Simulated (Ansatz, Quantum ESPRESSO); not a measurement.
# Screening and band shifts of honeycomb BAs, 2 layers, AB stacking, part 2 of 6

How does honeycomb BAs, 2 layers, AB stacking respond to a gate-like field without added charge?

Quantum ESPRESSO 7.5; plane-wave DFT, PBEsol, GBRV ultrasoft pseudopotentials; geometry and cross-check by Ansatz 0.2.0 with PAW datasets.

So far: The structure; Relaxation with Ansatz.

### 3. SCF with pw.x: no field

The zero-field run is the reference. tefield and dipfield are on already, so that all runs share k-points and boundary.

Level of this step: plane-wave DFT, PBEsol, GBRV ultrasoft pseudopotentials (Quantum ESPRESSO 7.5).

Input file f0.in:

```
&control
  prefix = 'f0'
  outdir = './out'
  pseudo_dir = './pseudo'
  calculation = 'scf'
  tprnfor = .true.
  tefield = .true.
  dipfield = .true.
/
&system
  ibrav = 0
  nat = 4
  ntyp = 2
  ecutwfc = 40
  ecutrho = 200
  occupations = 'smearing'
  smearing = 'fd'
  degauss = 0.004
  edir = 3
  emaxpos = 0.97
  eopreg = 0.04
  eamp = 0.0
/
&electrons
  conv_thr = 1e-09
  mixing_beta = 0.4
  electron_maxstep = 120
  mixing_mode = 'plain'
/
ATOMIC_SPECIES
  As  74.9216  as_pbesol_v1.uspp.F.UPF
  B   10.8100  b_pbesol_v1.4.uspp.F.UPF
CELL_PARAMETERS angstrom
  3.37058436922509 -0.00000000000000 0.00000000000000
  -1.68529218461255 2.91901168934768 0.00000000000000
  0.00000000000000 0.00000000000000 20.30000000000000
ATOMIC_POSITIONS crystal
  As  0.666666666667 0.333333333333 0.411854300356
  B   0.333333333333 0.666666666667 0.409337096302
  As  0.000000000000 -0.000000000000 0.590598104831
  B   0.666666666667 0.333333333333 0.588210498510
K_POINTS automatic
  12 12 1 0 0 0
```

The run is started by

```bash
$ OMP_NUM_THREADS=1 mpirun -n 4 pw.x -nk 4 -in f0.in > f0.out
```

Log:

```text
Program PWSCF v.7.5 starts
[citation notice left out]

     Parallel version (MPI & OpenMP), running on       4 processor cores
     Number of MPI processes:                 4
     Threads/MPI process:                     1

     MPI processes distributed on     1 nodes
[...]
Current dimensions of program PWSCF are:
     Max number of different atomic species (ntypx) = 10
     Max number of k-points (npk) =  40000
     Max angular momentum in pseudopotentials (lmaxx) =  4
     Presently no symmetry can be used with electric field

     K-points division:     npool     =       4
     Subspace diagonalization in iterative solution of the eigenvalue problem:
     a serial algorithm will be used

     G-vector sticks info
     --------------------
     sticks:   dense  smooth     PW     G-vecs:    dense   smooth      PW
     Sum         559     439    151                64499    45989    8951

     Using Slab Decomposition

     bravais-lattice index     =            0
     lattice parameter (alat)  =       6.3695  a.u.
     unit-cell volume          =    1347.8255 (a.u.)^3
     number of atoms/cell      =            4
     number of atomic types    =            2
     number of electrons       =        16.00
     number of Kohn-Sham states=           12
     kinetic-energy cutoff     =      40.0000  Ry
     charge density cutoff     =     200.0000  Ry
     scf convergence threshold =      1.0E-09
     mixing beta               =       0.4000
     number of iterations used =            8  plain     mixing
     Exchange-correlation= SLA  PW   PSX  PSC
                           (   1   4  10   8   0   0   0)

     celldm(1)=   6.369481  celldm(2)=   0.000000  celldm(3)=   0.000000
     celldm(4)=   0.000000  celldm(5)=   0.000000  celldm(6)=   0.000000

     crystal axes: (cart. coord. in units of alat)
               a(1) = (   1.000000  -0.000000   0.000000 )
               a(2) = (  -0.500000   0.866025   0.000000 )
               a(3) = (   0.000000   0.000000   6.022695 )

     reciprocal axes: (cart. coord. in units 2 pi/alat)
               b(1) = (  1.000000  0.577350 -0.000000 )
               b(2) = (  0.000000  1.154701 -0.000000 )
               b(3) = ( -0.000000 -0.000000  0.166039 )

     PseudoPot. # 1 for As read from file:
     ./pseudo/as_pbesol_v1.uspp.F.UPF
     Pseudo is Ultrasoft + core correction, Zval =  5.0
     Generated by new atomic code, or converted to UPF format
     Using radial grid of  875 points,  6 beta functions with:
                l(1) =   0
                l(2) =   0
                l(3) =   1
                l(4) =   1
                l(5) =   2
                l(6) =   2
     Q(r) pseudized with  8 coefficients,  rinner =    1.300   1.300   1.300
                                                       1.300   1.300

     PseudoPot. # 2 for B  read from file:
     ./pseudo/b_pbesol_v1.4.uspp.F.UPF
     Pseudo is Ultrasoft + core correction, Zval =  3.0
     Generated by new atomic code, or converted to UPF format
     Using radial grid of  781 points,  4 beta functions with:
                l(1) =   0
                l(2) =   0
                l(3) =   1
                l(4) =   1
     Q(r) pseudized with  8 coefficients,  rinner =    1.100   1.100   1.100

     atomic species   valence    mass     pseudopotential
     As                5.00    74.92160     As( 1.00)
     B                 3.00    10.81000     B ( 1.00)

     No symmetry found

   Cartesian axes

     site n.     atom                  positions (alat units)
         1        As     tau(   1) = (   0.5000000   0.2886751   2.4804726  )
         2        B      tau(   2) = (  -0.0000000   0.5773503   2.4653123  )
         3        As     tau(   3) = (   0.0000000   0.0000000   3.5569920  )
         4        B      tau(   4) = (   0.5000000   0.2886751   3.5426121  )

     number of k points=    74  Fermi-Dirac smearing, width (Ry)=  0.0040
                       cart. coord. in units 2pi/alat
        k(    1) = (   0.0000000   0.0000000   0.0000000), wk =   0.0138889
        k(    2) = (   0.0000000   0.0962250   0.0000000), wk =   0.0277778
        k(    3) = (   0.0000000   0.1924501   0.0000000), wk =   0.0277778
        k(    4) = (   0.0000000   0.2886751   0.0000000), wk =   0.0277778
        k(    5) = (   0.0000000   0.3849002   0.0000000), wk =   0.0277778
        k(    6) = (   0.0000000   0.4811252   0.0000000), wk =   0.0277778
        k(    7) = (   0.0000000  -0.5773503   0.0000000), wk =   0.0138889
        k(    8) = (   0.0833333   0.0481125   0.0000000), wk =   0.0277778
        k(    9) = (   0.0833333   0.1443376   0.0000000), wk =   0.0277778
        k(   10) = (   0.0833333   0.2405626   0.0000000), wk =   0.0277778
[...]
k(   74) = (  -0.5000000  -0.8660254   0.0000000), wk =   0.0138889

     Dense  grid:    64499 G-vectors     FFT dimensions: (  30,  30, 180)

     Smooth grid:    45989 G-vectors     FFT dimensions: (  25,  25, 160)

     Estimated max dynamical RAM per process >     114.94 MB

     Estimated total dynamical RAM >     412.53 MB

     Initial potential from superposition of free atoms

     starting charge      15.9990, renormalised to      16.0000

     negative rho (up, down):  8.789E-05 0.000E+00

     Adding external electric field

     Computed dipole along edir(3) :
        Dipole               -0.0000 Ry au,         -0.0000 Debye
        Dipole field         -0.0000 Ry au,

        Potential amp.        0.0000 Ry
        Total length         36.8270 bohr

     Starting wfcs are   16 randomized atomic wfcs

     total cpu time spent up to now is        1.3 secs

     per-process dynamical memory:    58.1 Mb

     Self-consistent Calculation

     iteration #  1     ecut=    40.00 Ry     beta= 0.40
     Davidson diagonalization with overlap
     ethr =  1.00E-02,  avg # of iterations =  2.3

     negative rho (up, down):  1.196E-04 0.000E+00

     Adding external electric field

     Computed dipole along edir(3) :
        Dipole                0.1098 Ry au,          0.2792 Debye
        Dipole field          0.0010 Ry au,

        Potential amp.       -0.0754 Ry
        Total length         36.8270 bohr

     total cpu time spent up to now is        3.7 secs

     total energy              =     -92.50520802 Ry
     estimated scf accuracy    <       0.30088867 Ry

     iteration #  2     ecut=    40.00 Ry     beta= 0.40
[...]
negative rho (up, down):  1.520E-04 0.000E+00

[...]
Dipole               -0.1521 Ry au,         -0.3867 Debye
[...]
total energy              =     -92.54057150 Ry
     estimated scf accuracy    <       0.04392932 Ry

     iteration #  3     ecut=    40.00 Ry     beta= 0.40
[...]
negative rho (up, down):  1.750E-04 0.000E+00

[...]
Dipole                0.0420 Ry au,          0.1068 Debye
[...]
total energy              =     -92.54190137 Ry
     estimated scf accuracy    <       0.03325845 Ry

     iteration #  4     ecut=    40.00 Ry     beta= 0.40
[...]
negative rho (up, down):  1.988E-04 0.000E+00

[...]
Dipole               -0.0034 Ry au,         -0.0087 Debye
[...]
total energy              =     -92.54681316 Ry
     estimated scf accuracy    <       0.00619229 Ry

     iteration #  5     ecut=    40.00 Ry     beta= 0.40
[...]
negative rho (up, down):  2.068E-04 0.000E+00

[...]
Dipole               -0.0178 Ry au,         -0.0453 Debye
[...]
total energy              =     -92.54738007 Ry
     estimated scf accuracy    <       0.00019523 Ry

     iteration #  6     ecut=    40.00 Ry     beta= 0.40
[...]
c_bands:  1 eigenvalues not converged
[...]
negative rho (up, down):  2.112E-04 0.000E+00

[...]
Dipole               -0.0135 Ry au,         -0.0344 Debye
[...]
total energy              =     -92.54747106 Ry
     estimated scf accuracy    <       0.00005719 Ry

     iteration #  7     ecut=    40.00 Ry     beta= 0.40
[...]
negative rho (up, down):  2.137E-04 0.000E+00

[...]
Dipole               -0.0111 Ry au,         -0.0282 Debye
[...]
total energy              =     -92.54748152 Ry
     estimated scf accuracy    <       0.00000840 Ry

     iteration #  8     ecut=    40.00 Ry     beta= 0.40
[...]
negative rho (up, down):  2.153E-04 0.000E+00

[...]
Dipole               -0.0108 Ry au,         -0.0275 Debye
[...]
total energy              =     -92.54748743 Ry
     estimated scf accuracy    <       0.00000030 Ry

     iteration #  9     ecut=    40.00 Ry     beta= 0.40
[...]
negative rho (up, down):  2.163E-04 0.000E+00

[...]
Dipole               -0.0112 Ry au,         -0.0285 Debye
[...]
total energy              =     -92.54748767 Ry
     estimated scf accuracy    <       0.00000011 Ry

     iteration # 10     ecut=    40.00 Ry     beta= 0.40
[...]
negative rho (up, down):  2.169E-04 0.000E+00

[...]
Dipole               -0.0110 Ry au,         -0.0279 Debye
[...]
total energy              =     -92.54748769 Ry
     estimated scf accuracy    <       0.00000010 Ry

     iteration # 11     ecut=    40.00 Ry     beta= 0.40
[...]
negative rho (up, down):  2.172E-04 0.000E+00

[...]
Dipole               -0.0108 Ry au,         -0.0275 Debye
[...]
total energy              =     -92.54748769 Ry
     estimated scf accuracy    <       0.00000002 Ry

     iteration # 12     ecut=    40.00 Ry     beta= 0.40
[...]
negative rho (up, down):  2.177E-04 0.000E+00

[...]
Dipole               -0.0109 Ry au,         -0.0278 Debye
[...]
End of self-consistent calculation

          k = 0.0000 0.0000 0.0000 (  5705 PWs)   bands (ev):

   -15.4383 -15.1668  -6.0944  -4.6463  -2.9864  -2.9864  -2.8521  -2.8521
     2.3579   2.4527   2.6719   3.1229

          k = 0.0000 0.0962 0.0000 (  5789 PWs)   bands (ev):

   -15.3405 -15.0702  -5.9828  -4.5402  -3.6273  -3.4798  -3.2046  -3.0620
     2.4716   2.5490   2.7468   3.2327

          k = 0.0000 0.1925 0.0000 (  5813 PWs)   bands (ev):

   -15.0503 -14.7839  -5.6533  -5.0265  -4.8520  -4.2197  -3.7053  -3.5501
     2.1520   2.4046   2.8550   3.5659

          k = 0.0000 0.2887 0.0000 (  5801 PWs)   bands (ev):

   -14.5803 -14.3214  -6.5932  -6.4104  -5.0960  -4.2510  -4.0874  -3.7100
     1.6490   1.9373   2.9243   3.4816

          k = 0.0000 0.3849 0.0000 (  5759 PWs)   bands (ev):

   -13.9649 -13.7205  -8.0653  -7.8725  -4.7009  -4.5328  -4.3601  -3.0477
     1.1868   1.3947   1.6977   2.3467

          k = 0.0000 0.4811 0.0000 (  5747 PWs)   bands (ev):

   -13.3107 -13.0971  -9.2375  -9.0574  -4.9895  -4.8191  -3.4994  -2.4010
     0.2387   0.9015   1.1723   1.3594

[...]
the Fermi energy is    -1.0758 ev

!    total energy              =     -92.54748769 Ry
     estimated scf accuracy    <          4.3E-10 Ry
     smearing contrib. (-TS)   =      -0.00000492 Ry
     internal energy E=F+TS    =     -92.54748277 Ry

     The total energy is F=E-TS. E is the sum of the following terms:
     one-electron contribution =    -263.64733706 Ry
     hartree contribution      =     135.19342978 Ry
     xc contribution           =     -68.33286960 Ry
     ewald contribution        =     104.23929300 Ry
     electric field correction =       0.00000111 Ry

     convergence has been achieved in  12 iterations

     negative rho (up, down):  2.177E-04 0.000E+00

     Forces acting on atoms (cartesian axes, Ry/au):

     atom    1 type  1   force =    -0.00000001    0.00000002   -0.00101589
     atom    2 type  2   force =    -0.00000007    0.00000004   -0.00031969
     atom    3 type  1   force =     0.00000005   -0.00000002    0.00092890
     atom    4 type  2   force =     0.00000003   -0.00000004    0.00040668

     Total force =     0.001471     Total SCF correction =     0.000054

[...]
=------------------------------------------------------------------------------=
   JOB DONE.
=------------------------------------------------------------------------------=
[key lines of the parts left out:]
Dipole field         -0.0001 Ry au,
```

Elapsed: 30 s, on 4 MPI ranks of Arm Neoverse V1, shared host; peak memory 0.5 GiB.

Numbers from this step:

```
free energy                          : -1259.1727 eV
Fermi energy                         : -1.076 eV
dipole along the normal              : -0.005788 e·Å
valence top, on the run's zero       : -1.404 eV
conduction bottom, on the run's zero : -0.7599 eV
gap by band count                    : 0.6441 eV
```

The program's own clock; routines nest. Time by routine:

```csv
routine,wall time (s),calls
PWSCF,29.57,1
electrons,27.87,1
c_bands,22.19,12
cegterg,19.39,228
h_psi,15.75,1061
fftw,13.58,18720
vloc_psi,12.95,1061
sum_band,3.94,12
calbec,1.87,1365
add_vuspsi,1.39,1061
s_psi,1.37,1061
h_psi:calbec,1.33,1061
init_run,1.2,1
newd,0.85,13
```

The run needed 12 iterations to bring the estimated error under 1e-09 Ry; the largest force on any atom, held or free, is 0.03 eV/Å.

### 4. Electrostatic potential

plot_num = 11 writes the bare and Hartree potential. It leaves out exchange and correlation, which fade slowly, so it flattens close to the surface.

Input file f0.pot.in:

```
&inputpp
  prefix = 'f0'
  outdir = './out'
  filplot = 'f0.pot.dat'
  plot_num = 11
/
```

The run is started by

```bash
$ OMP_NUM_THREADS=1 mpirun -n 4 pp.x -in f0.pot.in > f0.pot.out
```

Wall time 0.9 s (4 MPI ranks); peak memory 0.09 GiB.

Numbers from this step:

* slope of the potential above: -5.70e-6 eV/Å
* upper vacuum line continued to the top atoms, over the valence top: 5.062 eV
* slope of the potential below: -6.46e-6 eV/Å
* lower vacuum line continued to the bottom atoms, over the valence top: 4.955 eV
* vacuum level at the upper face over the valence top of the mesh: 5.062 eV
* vacuum level at the lower face over the valence top of the mesh: 4.955 eV

The vacuum is flat to 0.1 meV/Å, so its level is well defined. Inside the slab the curve depends on the local part of the pseudopotentials; only the vacuum level has a meaning of its own.

(Continued in part 3 of 6.)

[Logs are printed without paths, hosts, clocks, repeated set-up lines and the standing remarks that a program may print on its own settings, such as how far it seeks lower states.]

[Hosts, paths, dates, database ids (printed as entryN), source tags and the programs' standing remarks are cut or masked in the printed files.]

[Maps of the electrostatic potential energy from Ansatz leave out the sawtooth potential of an applied field or a dipole correction, so their vacuum need not be flat; planar profiles and work functions include it.]
